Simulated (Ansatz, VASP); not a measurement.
# GaP: VASP beside Ansatz

```
Ga P
1.0
     0.00000    2.79014    2.57511
     2.57511    0.00000    2.57511
     2.57511    2.79014    0.00000
Ga P
1 1
Direct
  0.00000 0.00000 0.00000
  0.75000 0.75000 0.75000
```

Alike in both runs: task single point; functional PBEsol; k mesh 10 × 10 × 10; occupations gaussian, width 0.05 eV; no spin polarisation.

|  | VASP | Ansatz |
| --- | --- | --- |
| version | VASP 6.6.1 | Ansatz 0.2.0 |
| potentials or method | VASP PAW PBE potentials, release 64 (Ga_d, P) | scalar-relativistic, plane waves, PAW |
| plane-wave cutoff (eV) | 520 | 420 |
| valence electrons in the cell | 18 | 18 |

|  | VASP | Ansatz | Ansatz less VASP |
| --- | --- | --- | --- |
| gap on the k mesh at the Fermi level (eV) | 0.90 | 0.90 | -0.002 |
| least direct gap on the mesh (eV) | 2.26 | 2.25 | -0.011 |
| pressure (GPa) | 8.2 | 8.3 | +0.17 |
| largest component of the traceless stress (GPa) | 4.67 | 4.64 | -0.023 |

The functional is the same, so the differences come from potentials, cutoffs and numerics. Ansatz warned: «pseudo_functional_mismatch».

Caveats: the PAW data sets were made with another functional, which shifts forces and pressure a little (VASP). A k mesh can miss the band edges.
